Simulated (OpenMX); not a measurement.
# ZrO2 under changes of volume

One of the cells (11.210 Å³/atom); the others are scaled copies at fixed shape and fractional positions:

```xyz
3
Lattice="0.0000 2.5619 2.5619 2.5619 0.0000 2.5619 2.5619 2.5619 0.0000" Properties=species:S:1:pos:R:3 pbc="T T T"
Zr    0.0000    0.0000    0.0000
O     3.8429    3.8429    3.8429
O     1.2810    1.2810    1.2810
```

Measurements of this composition are mostly on another form, of space group No. 14.

```yaml
Program: OpenMX 3.8.5
Functional: PBE
Potentials_or_basis: OpenMX 2013 PBE set, Zr7.0-s3p2d2, O6.0-s2p2d1, fixed grid of 35 × 35 × 35 points
k_mesh: 9 × 9 × 9
Occupations: fermi-dirac, width 0.05 eV
Spin: no spin polarisation
```

```csv
volume (Å³/atom),energy over the lowest point (meV/atom),gap on the mesh (eV)
10.331,82.52,3.13
10.551,50.16,3.08
10.770,26.56,3.03
11.210,?,?
11.430,0.00,2.89
11.650,3.56,2.84
```

Task: What does the run at 11.210 Å³/atom give?

Result: Energy over the lowest point 2.23 meV/atom; gap on the mesh 2.94 eV.

Worked out: A Birch-Murnaghan fit of order 3 (a polynomial in V^(-2/3)) to the other rows has its minimum at 11.40 Å³/atom with B0 = V·E''(V) = 221 GPa and B' = 4.3. It gives 2.20 meV/atom at 11.210 Å³/atom, against the run's 2.23. A straight line through the other rows of the gap, of slope -2.4 eV per unit of ln V, gives 2.93 eV, against the run's 2.94.

Energies are extrapolated to zero smearing.

Caveats: an odd mesh through Γ misses points on the zone boundary, where band edges often lie; the basis of atomic orbitals isn't converged, which shifts pressures, moduli and gaps. Spin-orbit coupling on Zr is left out.
